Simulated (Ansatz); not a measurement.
**NaF (Fm-3m), an elastic constant from a strain scan**

Computed with DFT PBEsol, scalar-relativistic, plane waves, PAW (Ansatz 0.2.0). Settings: plane waves to 420 eV, k-mesh 8×8×8 (Γ-centred), Gaussian smearing 0.05 eV. No spin polarisation. Energies are free energies at this smearing, counted from the undisturbed cell; pressure is positive in compression.

Reference structure (as given, not relaxed at this level; it stands at -0.5 GPa):

```
CELL_PARAMETERS angstrom
0.00000 2.32330 2.32330
2.32330 0.00000 2.32330
2.32330 2.32330 0.00000
ATOMIC_POSITIONS crystal
Na 0.00000 0.00000 0.00000
F 0.50000 0.50000 0.50000
```

The cell is strained by ε times the Voigt pattern (0, 0, 1, 0, 0, 0) (xx, yy, zz, yz, xz, xy; engineering shear) with fractional coordinates fixed. The cell holds 2 atoms in V0 = 25.08 Å³. The stress column is τ = (1/V0) dE/dε, got from the stress tensor σ (compression positive) at each point as −det(1 + εP) σ : P(1 + εP)⁻¹, with P the pattern as a tensor.

```
      ε  ΔE (meV/atom)  τ (GPa)
-0.0400          5.489   -4.513
-0.0300          2.544   -2.992
-0.0200          0.740   -1.657
-0.0100         -0.085   -0.488
 0.0000          0.000    0.538
 0.0100          0.722    1.428
 0.0200          2.135    2.201
 0.0300          4.129    2.867
 0.0350          5.326    3.165
 0.0400              ?        ?
```

**Question.** Which combination of elastic constants does this scan measure, and how large is it?

**Answer.** For small ε, τ = τ0 + Kε with K = pᵀCp, which for this pattern is C11 in the cubic axes. The parabola through τ at ε = -0.0100, 0 and 0.0100 has slope K = 96 GPa at zero. The energies per cell, E = NΔE, of the wider pair ε = ±0.0300 give K = 2[E(ε₊)/ε₊ − E(ε₋)/ε₋]/[(ε₊ − ε₋)V0] = 95 GPa, in agreement.

**Question.** Predict the withheld row at ε = 0.0400 from the harmonic law, and compare.

**Answer.** ΔE = V0(τ0 ε + Kε²/2)/N = 7.683 meV/atom and τ = 4.37 GPa. The calculation gives 6.602 meV/atom and 3.44 GPa: the energy lies 14 % below the harmonic value, as bonds soften when stretched.